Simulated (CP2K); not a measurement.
Write the native input for CP2K 2026.2 that does the following.

```
Task                                : single point
Functional                          : PBE
Potentials or basis                 : POTENTIAL_UZH As GTH-PBE-q5; TZVP-MOLOPT-PBE-GTH basis
Density cutoff                      : 6123 eV
k mesh                              : 7 × 7 × 9
Occupations                         : fermi-dirac, width 0.05 eV
Spin                                : no spin polarisation
SCF solver                          : diagonalisation with k points
Quickstep method                    : GPW
EPS_DEFAULT                         : 1.0E-10
EPS_SCF                             : 1.0E-6
MAX_SCF                             : 100
SCF_GUESS                           : ATOMIC
k points reduced by the point group : yes
Mesh centred on Gamma               : yes
CHOLESKY                            : OFF
EPS_EIGVAL                          : 1.0E-7
MIXING METHOD                       : BROYDEN_MIXING
MIXING ALPHA                        : 0.4
NBUFFER                             : 8
NGRIDS                              : 4
Basis sets                          : As TZVP-MOLOPT-PBE-GTH-q5
Potentials                          : As GTH-PBE-q5 of POTENTIAL_UZH
ADDED_MOS                           : [10]
REL_CUTOFF (Ry)                     : 60 Ry
MIXING BETA (1/bohr)                : 1.5 1/bohr
CUTOFF of the grids                 : 450 Ry
```

The system is As.

```
As
1.0
     4.56640    0.00000    0.00000
    -2.28320    3.95462    0.00000
     0.00000    0.00000    2.83374
As
2
Direct
  0.33670 0.67212 0.01110
  0.67221 0.33843 0.01810
```

The cell was built by a generator and needn't be a form met in nature.

The cell isn't the ideal one: atoms moved at random, drawn with an rms of 0.05 Å.

One way to write it, as run:

as_scf.inp

```
&GLOBAL
  PROJECT as_scf
  RUN_TYPE ENERGY_FORCE
  PRINT_LEVEL LOW
&END GLOBAL
&FORCE_EVAL
  METHOD QS
  STRESS_TENSOR ANALYTICAL
  &DFT
    BASIS_SET_FILE_NAME BASIS_MOLOPT_UZH
    POTENTIAL_FILE_NAME POTENTIAL_UZH
    &MGRID
      CUTOFF 450
      REL_CUTOFF 60
      NGRIDS 4
    &END MGRID
    &QS
      METHOD GPW
      EPS_DEFAULT 1.0E-10
    &END QS
    &KPOINTS
      SCHEME MONKHORST-PACK 7 7 9
      GAMMA_CENTERED T
      SYMMETRY T
      SYMMETRY_BACKEND SPGLIB
    &END KPOINTS
    &SCF
      SCF_GUESS ATOMIC
      EPS_SCF 1.0E-6
      MAX_SCF 100
      ADDED_MOS 10
      CHOLESKY OFF
      EPS_EIGVAL 1.0E-7
      &DIAGONALIZATION ON
        ALGORITHM STANDARD
      &END DIAGONALIZATION
      &MIXING ON
        METHOD BROYDEN_MIXING
        ALPHA 0.4
        BETA 1.5
        NBUFFER 8
      &END MIXING
      &SMEAR ON
        METHOD FERMI_DIRAC
        ELECTRONIC_TEMPERATURE 580.23
      &END SMEAR
    &END SCF
    &XC
      &XC_FUNCTIONAL PBE
      &END XC_FUNCTIONAL
    &END XC
    &PRINT
      &KPOINTS ON
      &END KPOINTS
      &MULLIKEN ON
      &END MULLIKEN
      &MO ON
        ENERGIES T
        OCCUPATION_NUMBERS T
        &EACH
          QS_SCF 0
        &END EACH
        ADD_LAST NUMERIC
      &END MO
      &LOWDIN ON
      &END LOWDIN
      &HIRSHFELD ON
        SHAPE_FUNCTION DENSITY
      &END HIRSHFELD
      &E_DENSITY_CUBE ON
        STRIDE 1
      &END E_DENSITY_CUBE
      &V_HARTREE_CUBE ON
        STRIDE 1
      &END V_HARTREE_CUBE
      &ELF_CUBE ON
        STRIDE 1
      &END ELF_CUBE
    &END PRINT
  &END DFT
  &SUBSYS
    &CELL
      ABC 4.5664000000 4.5664013823 2.8337400000
      ALPHA_BETA_GAMMA 90.0000000000 90.0000000000 119.9999899863
      PERIODIC XYZ
    &END CELL
    &COORD
      As  0.0029430448 2.6579752398 0.0314630152
      As  2.2968992000 1.3383462281 0.0512878603
    &END COORD
    &KIND As
      BASIS_SET TZVP-MOLOPT-PBE-GTH-q5
      POTENTIAL GTH-PBE-q5
    &END KIND
    &PRINT
      &ATOMIC_COORDINATES ON
      &END ATOMIC_COORDINATES
      &CELL ON
      &END CELL
    &END PRINT
  &END SUBSYS
  &PRINT
    &FORCES ON
    &END FORCES
    &STRESS_TENSOR ON
    &END STRESS_TENSOR
  &END PRINT
&END FORCE_EVAL
```

Potentials or basis: POTENTIAL_UZH As GTH-PBE-q5; TZVP-MOLOPT-PBE-GTH basis.

Command:

```bash
$ OMP_NUM_THREADS=1 cp2k.psmp -i as_scf.inp -o as_scf.out
```

It gave:

```
Pressure               : 0.2 GPa
Largest force          : 0.054 eV/Å
Band gap on the k mesh : none (metal or under the smearing width)
```

Caveat: the basis of atomic orbitals isn't converged, which shifts pressures, moduli and gaps.

It took 16 s on 1 thread of AMD EPYC 9R45 96-Core Processor (Zen 5), with other jobs on the host, peak memory 0.32 GiB.
